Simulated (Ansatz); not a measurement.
# Equation of state of GaP

```
Ga P
1.0
     0.00000    2.72525    2.72525
     2.72525    0.00000    2.72525
     2.72525    2.72525    0.00000
Ga P
1 1
Direct
  0.00000 0.00000 0.00000
  0.75000 0.75000 0.75000
```

The cell is COD entry 9008846, as deposited and not checked against the literature; nothing was relaxed.

Methods: DFT, PBE, all-electron LAPW, scalar-relativistic (Ansatz 0.2.0); DFT, PBE, PAW with Ansatz's default frozen-core files, scalar-relativistic (Ansatz 0.2.0).

For LAPW: a Γ-centred 10×10×10 k mesh, Fermi–Dirac smearing of 0.05 eV, basis error target 0.5 meV/atom, no spin polarisation. PAW takes a cutoff of 420 eV at this cell. The Ansatz runs share mesh, smearing and spin set-up. Plane-wave (PAW) pressures include the program's estimate of the Pulay term.

The cell above is scaled evenly, with fractional coordinates and shape held.

```json
{"V/V(cell)": "0.9400", "V (Å³/atom)": "19.026", "P, LAPW (GPa)": "?", "P, PAW (GPa)": "?", "gap on the k mesh, LAPW (eV)": "?", "free energy over the lowest listed, PAW (meV/atom)": "?"}
{"V/V(cell)": "0.9405", "V (Å³/atom)": "19.036", "P, LAPW (GPa)": "8.63", "P, PAW (GPa)": "8.66", "gap on the k mesh, LAPW (eV)": "1.50", "free energy over the lowest listed, PAW (meV/atom)": "45.1"}
{"V/V(cell)": "0.9600", "V (Å³/atom)": "19.431", "P, LAPW (GPa)": "6.40", "P, PAW (GPa)": "6.43", "gap on the k mesh, LAPW (eV)": "1.54", "free energy over the lowest listed, PAW (meV/atom)": "26.6"}
{"V/V(cell)": "0.9800", "V (Å³/atom)": "19.836", "P, LAPW (GPa)": "4.34", "P, PAW (GPa)": "4.36", "gap on the k mesh, LAPW (eV)": "1.57", "free energy over the lowest listed, PAW (meV/atom)": "13.0"}
{"V/V(cell)": "0.9900", "V (Å³/atom)": "20.038", "P, LAPW (GPa)": "3.38", "P, PAW (GPa)": "3.41", "gap on the k mesh, LAPW (eV)": "1.59", "free energy over the lowest listed, PAW (meV/atom)": "8.1"}
{"V/V(cell)": "1.0000", "V (Å³/atom)": "20.240", "P, LAPW (GPa)": "2.48", "P, PAW (GPa)": "2.51", "gap on the k mesh, LAPW (eV)": "1.61", "free energy over the lowest listed, PAW (meV/atom)": "4.4"}
{"V/V(cell)": "1.0100", "V (Å³/atom)": "20.443", "P, LAPW (GPa)": "1.63", "P, PAW (GPa)": "1.65", "gap on the k mesh, LAPW (eV)": "1.62", "free energy over the lowest listed, PAW (meV/atom)": "1.8"}
{"V/V(cell)": "1.0200", "V (Å³/atom)": "20.645", "P, LAPW (GPa)": "0.82", "P, PAW (GPa)": "0.84", "gap on the k mesh, LAPW (eV)": "1.62", "free energy over the lowest listed, PAW (meV/atom)": "0.2"}
{"V/V(cell)": "1.0400", "V (Å³/atom)": "21.050", "P, LAPW (GPa)": "-0.67", "P, PAW (GPa)": "-0.66", "gap on the k mesh, LAPW (eV)": "1.51", "free energy over the lowest listed, PAW (meV/atom)": "0.0"}
{"V/V(cell)": "1.0600", "V (Å³/atom)": "21.455", "P, LAPW (GPa)": "-2.02", "P, PAW (GPa)": "-2.00", "gap on the k mesh, LAPW (eV)": "1.36", "free energy over the lowest listed, PAW (meV/atom)": "3.4"}
```

Question: Fill in the row V/V(cell) = 0.9400.

Answer: P, LAPW (GPa) = 8.69, P, PAW (GPa) = 8.72, gap on the k mesh, LAPW (eV) = 1.50, free energy over the lowest listed, PAW (meV/atom) = 45.7.

Question: What do Birch–Murnaghan fits to the pressures give?

Answer: LAPW: V0 = 20.86 Å³/atom, B0 = 77 GPa, B0′ = 4.5; PAW: V0 = 20.87 Å³/atom, B0 = 77 GPa, B0′ = 4.5.

PAW's V0 lies 0.02 % from the all-electron value and its B0 0.1 %. Symmetry fixes shape and coordinates here, so this is the relaxed modulus.
